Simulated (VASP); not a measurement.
# MgO (P-6m2) in VASP: further runs, part 2 of 2

VASP 6.6.1. The steps go on from the part before.

## Step 3: Single point, PBEsol (strain +0.1125 x Voigt [1, 1, 0, 0, 0, 0], atoms carried along)

INCAR reads:

```
PREC = Accurate ; ENCUT = 520
EDIFF = 1E-7 ; ISMEAR = 0
SIGMA = 0.05 ; LREAL = False
LASPH = True ; NELM = 60
ALGO = Fast ; ISIF = 2
LWAVE = False ; LCHARG = False
GGA = PS ; NBANDS = 11
```

KPOINTS reads:

```
Automatic mesh
0
Gamma
  9 9 8
```

POSCAR reads:

```
MgO
1.0
    3.2685482550      0.0000000000      0.0000000000
   -1.6342741275      2.8306458224      0.0000000000
    0.0000000000      0.0000000000      2.6796800000
Mg O
1 1
Direct
    0.0000000000      0.0000000000      0.0000000000
    0.3333333333      0.6666666667      0.5000000000
```

Potentials or basis: VASP PAW PBE potentials, release 64 (Mg, O).

Started as:

```console
cat potpaw_PBE.64/Mg/POTCAR potpaw_PBE.64/O/POTCAR > POTCAR
mpirun -np 1 vasp_std > vasp.out
```

OUTCAR:

```text
PREC = Accurate
   ENCUT = 520
   EDIFF = 1E-7
   ISMEAR = 0
   LREAL = False
   LASPH = True
   NELM = 60
   ISIF = 2
   GGA = PS

 ion  position               nearest neighbor table
   1  0.000  0.000  0.000-   2 2.31   2 2.31   2 2.31   2 2.31   2 2.31   2 2.31
   2  0.333  0.667  0.500-   1 2.31   1 2.31   1 2.31   1 2.31   1 2.31   1 2.31

  LATTYP: Found a hexagonal cell.
 ALAT       =     3.2685482550
 C/A-ratio  =     0.8198379803

  Lattice vectors:

 A1 = (   3.2685482550,   0.0000000000,   0.0000000000)
 A2 = (  -1.6342741275,   2.8306458224,   0.0000000000)
 A3 = (   0.0000000000,   0.0000000000,   2.6796800000)

Analysis of symmetry for initial positions (statically):
=====================================================================
 Subroutine PRICEL returns:
 Original cell was already a primitive cell.

 Routine SETGRP: Setting up the symmetry group for a
 hexagonal supercell.

 Subroutine GETGRP returns: Found 12 space group operations
 (whereof 12 operations were pure point group operations)
 out of a pool of 24 trial point group operations.

[... 174 lines left out ...]
      2       0.8648      2.00000
      3       0.8648      2.00000
      4       2.2386      2.00000
      5       3.2544      0.00000
      6      13.2633      0.00000
      7      14.1305      0.00000
      8      14.1305      0.00000
      9      18.6733      0.00000
     10      21.1632      0.00000
     11      21.1637      0.00000
[... 309 lines left out ...]
 k-point    24 :       0.3333    0.3333    0.1250
  band No.  band energies     occupation
      1     -13.9523      2.00000
      2      -1.4813      2.00000
      3      -1.2207      2.00000
      4       1.8034      2.00000
      5       8.8980      0.00000
      6       9.9234      0.00000
      7      12.4442      0.00000
      8      17.2180      0.00000
      9      18.8196      0.00000
     10      20.2778      0.00000
     11      23.1108      0.00000

 [... further k-points ...]

------------------------ aborting loop because EDIFF is reached ----------------------------------------

  FORCE on cell =-STRESS in cart. coord.  units (eV):
  Direction    XX          YY          ZZ          XY          YZ          ZX
  --------------------------------------------------------------------------------------
  -------------------------------------------------------------------------------------
  Total       -4.8756819     -4.8756819      0.5954678      0.0000000     -0.0000000      0.0000000
  in kB     -315.0812651   -315.0812651     38.4809252      0.0000000     -0.0000000      0.0000000
  external PRESSURE =    -197.2272017 kB  Pullay stress =       0.0000000 kB

 VOLUME and BASIS-vectors are now :
 -----------------------------------------------------------------------------
  energy-cutoff  :      520.00
  volume of cell :       24.79
      direct lattice vectors                 reciprocal lattice vectors
     3.268548255  0.000000000  0.000000000     0.305946225  0.176638135  0.000000000
    -1.634274127  2.830645822  0.000000000     0.000000000  0.353276271  0.000000000
     0.000000000  0.000000000  2.679680000     0.000000000  0.000000000  0.373178887

 POSITION                                       TOTAL-FORCE (eV/Angst)
 -----------------------------------------------------------------------------------
      0.00000      0.00000      0.00000         0.000000     -0.000000      0.000000
     -0.00000      1.88710      1.33984        -0.000000      0.000000      0.000000
 -----------------------------------------------------------------------------------
    total drift:                                0.000000     -0.000000     -0.000000

  FREE ENERGIE OF THE ION-ELECTRON SYSTEM (eV)
  ---------------------------------------------------
  free  energy   TOTEN  =       -11.2109757420 eV

  energy  without entropy=      -11.2109757420  energy(sigma->0) =      -11.21097574
```

stdout:

```text
POSCAR found type information on POSCAR MgO
 POSCAR found :  2 types and       2 ions
 scaLAPACK will be used
 -----------------------------------------------------------------------------
|                                                                             |
|                                                                             |
|     You enforced a specific xc type in the INCAR file but a different       |
|     I HOPE YOU KNOW WHAT YOU ARE DOING!                                     |
|                                                                             |
 -----------------------------------------------------------------------------

 LDA part: xc-table for (Slater+PW92), standard interpolation
 POSCAR, INCAR and KPOINTS ok, starting setup
 FFT: planning ... GRIDC
 FFT: planning ... GRID_SOFT
 FFT: planning ... GRID
 WAVECAR not read
 entering main loop
```

Run time: 11 s. Hardware: 1 thread of Intel Xeon Platinum 8259CL at 2.50GHz (Skylake/Cascade Lake), shared host; peak memory 0.14 GiB.

What came out:

- Free energy: -11.2110 eV
- Pressure: -19.7 GPa
- Band gap on the k mesh: 0.81 eV, indirect (least direct gap 1.02 eV)

Stress tensor (GPa, compression positive):
```
-31.51   0.00   0.00
  0.00 -31.51   0.00
  0.00   0.00   3.85
```

Levels at points of the mesh, in eV from the valence-band top:
| k point | band 1 | band 2 | band 3 | band 4 | band 5 | band 6 | band 7 | band 8 | band 9 |
| --- | --- | --- | --- | --- | --- | --- | --- | --- | --- |
| (0.00, 0.00, 0.00) | -17.13 | -1.58 | -1.58 | -0.21 | 0.81 | 10.82 | 11.68 | 11.68 | 16.23 |
| (0.00, 0.00, 0.50) | -16.17 | -4.85 | -0.95 | -0.95 | 5.33 | 7.21 | 14.99 | 14.99 | 15.06 |

Caveat: so large a pressure means that the cell lies far from this level's equilibrium, or that cutoff or potentials fall short; the potentials were made for another functional, which shifts forces and pressure; an odd mesh through Γ misses points on the zone boundary, where band edges often lie.
